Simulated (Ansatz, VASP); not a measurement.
This is a calculation of NaCl for VASP 6.6.1.

Contents of INCAR:

```
PREC = Accurate
ENCUT = 520
EDIFF = 1E-6
ISMEAR = 0
SIGMA = 0.02
LREAL = False
LASPH = True
NELM = 100
ALGO = Normal
ISIF = 2
LWAVE = False
LCHARG = False
GGA = PE
NBANDS = 14
```

The input KPOINTS:

```
Automatic mesh
0
Gamma
  8 8 8
```

File POSCAR:

```
NaCl
1.0
    3.5021900000      0.0000000000      0.0000000000
    0.0000000000      3.5021900000      0.0000000000
    0.0000000000      0.0000000000      3.5021900000
Cl Na
1 1
Direct
    0.5000000000      0.5000000000      0.5000000000
    0.0000000000      0.0000000000      0.0000000000
```

Potentials or basis: VASP PAW PBE potentials, release 64 (Cl, Na_pv).

Command:

```console
$ cat potpaw_PBE.64/Cl/POTCAR potpaw_PBE.64/Na_pv/POTCAR > POTCAR
$ mpirun -np 1 vasp_std > vasp.out
```

**Question.** Set up the same calculation for Ansatz 0.2.0. Potentials there: all-electron LAPW, scalar-relativistic.

**Answer.** As run (the cutoff follows the program's own potentials):

File input.yaml:

```yaml
crystal:
  lattice:
    - [3.50219, 0.0, 0.0]
    - [0.0, 3.50219, 0.0]
    - [0.0, 0.0, 3.50219]
  atoms:
    - { symbol: Cl, position: [0.5, 0.5, 0.5] }
    - { symbol: Na, position: [0.0, 0.0, 0.0] }
kpoints:
  mp_grid: { grid: [8, 8, 8] }
scf:
  occupations: { method: gaussian, width: 0.02 }
hamiltonian:
  xc: pbe
  pseudopotentials: { kind: all_electron, lapw: { basis_error: 0.001 } }
output:
  forces: true
  stress: true
  eigenvalues: true
```

Potentials or basis: all-electron LAPW, scalar-relativistic.

Run with:

```sh
$ ansatz run input.yaml --threads 1 --pin off --max-ram 3072MiB --backend cpu --events-out ev --progress --plain --runs-dir out
```

Both were run:

|  | VASP | Ansatz | Ansatz less VASP |
| --- | --- | --- | --- |
| gap on the k mesh at the Fermi level (eV) | 3.98 | 3.98 | 0.000 |
| least direct gap on the mesh (eV) | 4.47 | 4.47 | 0.000 |
| pressure (GPa) | 0.1 | 0.1 | +0.06 |

Ansatz ran all-electron here, so the differences hold the error of VASP's frozen core and of both bases.

A k mesh can miss the band edges. PBE gaps usually lie below the measured ones, often by a third to a half.
